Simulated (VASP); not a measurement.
**HfO2: equation of state with PBEsol**

The system is HfO2.

```
Hf O
1.0
     0.00000    2.55750    2.55750
     2.55750    0.00000    2.55750
     2.55750    2.55750    0.00000
Hf O
1 2
Direct
  0.00000 0.00000 0.00000
  0.75000 0.75000 0.75000
  0.25000 0.25000 0.25000
```

Measurements of this composition are mostly on another form, of space group No. 14.

```
Program                : VASP 6.6.1
Task                   : equation of state
Functional             : PBEsol
Potentials or basis    : VASP PAW PBE potentials, release 64 (Hf_pv, O)
Cutoff                 : 520 eV
k mesh                 : 9 × 9 × 9
Occupations            : fermi-dirac, width 0.05 eV
Spin                   : no spin polarisation
Ladder                 : free
Further INCAR settings : ALGO = Normal; EDIFF = 1e-07; NBANDS = 18
```

| Quantity | Value |
| --- | --- |
| Equilibrium volume | 10.55 Å³/atom |
| Bulk modulus | 272 GPa |
| Pressure derivative of the bulk modulus | 4.3 |

Energy against volume, from the lowest point:
| volume (Å³/atom) | energy (meV/atom) |
| --- | --- |
| 10.483 | 0.00 |
| 10.706 | 1.44 |
| 10.929 | 10.28 |
| 11.152 | 25.75 |
| 11.375 | 47.14 |
| 11.598 | 73.84 |
| 11.821 | 105.28 |

All runs of the series together: 4 min on 1 thread of AMD EPYC 7R43 64-Core Processor (Zen 3) (shared host).

Caveat: the PAW data sets were made with another functional, which shifts forces and pressure a little. Spin-orbit coupling is left out, which matters for the levels of Hf.
